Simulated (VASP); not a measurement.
A run of VASP 6.6.1:

File INCAR:

```
SYSTEM = Zr
PREC = Accurate ; ENCUT = 520
EDIFF = 1E-6 ; ISMEAR = -1
SIGMA = 0.1 ; LREAL = .FALSE.
LASPH = .TRUE. ; NELM = 80
ALGO = Normal ; ISIF = 2
LWAVE = .FALSE. ; LCHARG = .FALSE.
GGA = PS ; NBANDS = 19
```

File KPOINTS:

```
regular mesh
0
G
  10 10 10
  0 0 0
```

The input POSCAR:

```
Zr
1.0
    0.0000000000      3.1523051106      3.1523051106
    3.1523051106      0.0000000000      3.1523051106
    3.1523051106      3.1523051106      0.0000000000
Zr
2
Direct
    0.1250000000      0.1250000000      0.1250000000
    0.8750000000      0.8750000000      0.8750000000
```

Potentials or basis: VASP PAW PBE potentials, release 64 (Zr_sv).

The run is started by

```bash
$ cat potpaw_PBE.64/Zr_sv/POTCAR > POTCAR
$ mpirun -np 1 vasp_std > vasp.out
```

Hardware: 1 thread of AMD EPYC 7R43 64-Core Processor (Zen 3), with other jobs on the host.

Problem. Estimate the wall time of this run.

Solution. Wall time 90 s on 1 thread of AMD EPYC 7R43 64-Core Processor (Zen 3), with other jobs on the host, peak memory 0.18 GiB. Counts: scf iterations 12, k points 47.
